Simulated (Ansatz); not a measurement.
# ZrN, one cell by several methods

```yaml
crystal:
  lattice:
    - [0.00000, 2.28423, 2.28423]
    - [2.28423, 0.00000, 2.28423]
    - [2.28423, 2.28423, 0.00000]
  atoms:
    - { symbol: Zr, position: [0.00000, 0.00000, 0.00000] }
    - { symbol: N, position: [0.50000, 0.50000, 0.50000] }
```

Atoms are numbered in the order listed.

The geometry is COD entry 4303945, unchecked; take it as a test cell.

Spin polarisation is left out, and whether a magnetic state lies lower isn't shown here.

All numbers are computed: DFT, PBEsol, PAW with Ansatz's default frozen-core files, scalar-relativistic (Ansatz 0.2.0); DFT, PBEsol, all-electron PAW with datasets made for the crystal, scalar-relativistic (Ansatz 0.2.0); DFT, PBEsol, all-electron LAPW, scalar-relativistic (Ansatz 0.2.0).

For PAW: a Γ-centred 9×9×9 k mesh, Fermi–Dirac smearing of 0.01 eV, cutoff 420 eV, no spin polarisation; the PAW files were made with PBE, and the program remakes their frozen cores for this functional. The crystal-made all-electron datasets (AE datasets) take a cutoff of 320 eV at this cell. LAPW targets a basis error of 0.25 meV/atom. The Ansatz runs share mesh, smearing and spin set-up. Plane-wave (PAW) pressures include the program's estimate of the Pulay term.

Stress and pressure are positive in compression.

Levels count from the Fermi level.

```tsv
quantity	PAW	AE datasets	LAPW
pressure (GPa)	-2.82	-2.78	-2.78
highest filled level at Γ (eV)	-0.385	-0.386	-0.386
highest filled level at X (eV)	-3.113	-3.112	-3.112
lowest empty level at X (eV)	3.471	3.469	3.469
```
